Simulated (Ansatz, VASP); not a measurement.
This is a calculation of Ti for Ansatz 0.2.0.

The input input.yaml:

```yaml
crystal:
  lattice:
    - [3.0078578261, 0.0, 0.0]
    - [-1.5039289131, 2.6048812885, 0.0]
    - [0.0, 0.0, 4.7717880089]
  atoms:
    - { symbol: Ti, position: [0.6666666667, 0.3333333333, 0.75] }
    - { symbol: Ti, position: [0.3333333333, 0.6666666667, 0.25] }
hamiltonian:
  xc: pbesol
  pseudopotentials: { kind: paw }
kpoints:
  mp_grid: { grid: [10, 10, 6] }
scf:
  occupations: { method: fermi_dirac, width: 0.05 }
output:
  forces: true
  stress: true
  eigenvalues: true
```

Potentials or basis: Ansatz PAW.

Launch:

```sh
$ ansatz run input.yaml --threads 1 --pin off --max-ram 3584MiB --backend cpu --events-out ev --progress --plain --runs-dir out
```

Task: Set up the same calculation for VASP 6.6.1. Potentials there: VASP PAW PBE potentials, release 64 (Ti_sv).

Result: As run (the cutoff follows the program's own potentials):

File INCAR:

```
ALGO = Normal
EDIFF = 1E-7
ENCUT = 520
GGA = PS
ISIF = 2
ISMEAR = -1
LASPH = True
LCHARG = False
LREAL = False
LWAVE = False
NBANDS = 19
NELM = 80
PREC = Accurate
SIGMA = 0.05
```

The input KPOINTS:

```
k-points
0
Gamma
  10 10 6
```

Contents of POSCAR:

```
Ti
1.0
    3.0078578261      0.0000000000      0.0000000000
   -1.5039289131      2.6048812885      0.0000000000
    0.0000000000      0.0000000000      4.7717880089
Ti
2
Direct
    0.6666666667      0.3333333333      0.7500000000
    0.3333333333      0.6666666667      0.2500000000
```

Potentials or basis: VASP PAW PBE potentials, release 64 (Ti_sv).

Command:

```bash
$ cat potpaw_PBE.64/Ti_sv/POTCAR > POTCAR
$ mpirun -np 1 vasp_std > vasp.out
```

Both were run:

|  | VASP | Ansatz | Ansatz less VASP |
| --- | --- | --- | --- |
| gap on the k mesh at the Fermi level (eV) | none | none | - |
| pressure (GPa) | -10.9 | -10.8 | +0.12 |
| largest component of the traceless stress (GPa) | 0.35 | 0.35 | +0.004 |

A gap of «none» marks a metal or a gap that the smearing closes. With one functional, cell and mesh, what is left measures potentials, basis and numerics.

Caveats: the PAW data sets were made with another functional, which shifts forces and pressure a little (VASP); the PAW data sets come from PBE, with cores solved anew for the run's functional, which leaves a small shift of forces and pressure (Ansatz).
